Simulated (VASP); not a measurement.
Write the native input for VASP 6.6.1 that does the following.

| Property | Result |
| --- | --- |
| Task | single point |
| Functional | PBE |
| Dispersion | D3(BJ) |
| Potentials or basis | VASP PAW PBE potentials, release 64 (Sn_d, Se) |
| Cutoff | 520 eV |
| k mesh | 9 × 9 × 6 |
| Occupations | gaussian, width 0.05 eV |
| Spin | no spin polarisation |
| Dipole correction | no |
| Further INCAR settings | ALGO = Normal; EDIFF = 1e-07; NBANDS = 20 |

The structure of SnSe2 lies in POSCAR:

```
SnSe2
1.0
    4.1158786841      0.0000000000      0.0000000000
   -2.0579393420      3.5644554993      0.0000000000
    0.0000000000      0.0000000000      5.6460400000
Sn Se
1 2
Direct
    0.0000000000      0.0000000000      0.0000000000
    0.3333333333      0.6666666667      0.2500000000
    0.6666666667      0.3333333333      0.7500000000
```

The cell isn't the ideal one: strain +0.080 along x and y, -0.080 along z, atoms carried along.

The input as run:

INCAR

```
SYSTEM = SnSe2
  PREC = Accurate
  ENCUT = 520
  EDIFF = 1E-7
  ISMEAR = 0
  SIGMA = 0.05
  LREAL = .False.
  LASPH = .True.
  NELM = 100
  ALGO = Normal
  ISIF = 2
  LWAVE = .False.
  LCHARG = .False.
  GGA = PE
  IVDW = 12
  NBANDS = 20
```

KPOINTS

```
Automatic mesh
0
Gamma
  9 9 6
  0 0 0
```

Potentials or basis: VASP PAW PBE potentials, release 64 (Sn_d, Se).

Run with:

```bash
$ cat potpaw_PBE.64/Sn_d/POTCAR potpaw_PBE.64/Se/POTCAR > POTCAR
$ mpirun -np 1 vasp_std > vasp.out
```

Results of the run:

```
Pressure                   : -2.1 GPa
Largest force              : 0.704 eV/Å
Band gap on the k mesh     : 0.10 eV, indirect (least direct gap 0.30 eV)
Dispersion energy per atom : -0.335 eV
```

Caveat: spin-orbit coupling is left out, which moves the levels of the heavy elements; an odd mesh through Γ misses points on the zone boundary, where band edges often lie; the cell's inner coordinates are idealised or old, which leaves forces on the atoms.

Wall time 40 s on 1 thread of Intel(R) Xeon(R) 6975P-C (Granite Rapids) (shared host), peak memory 0.27 GiB.
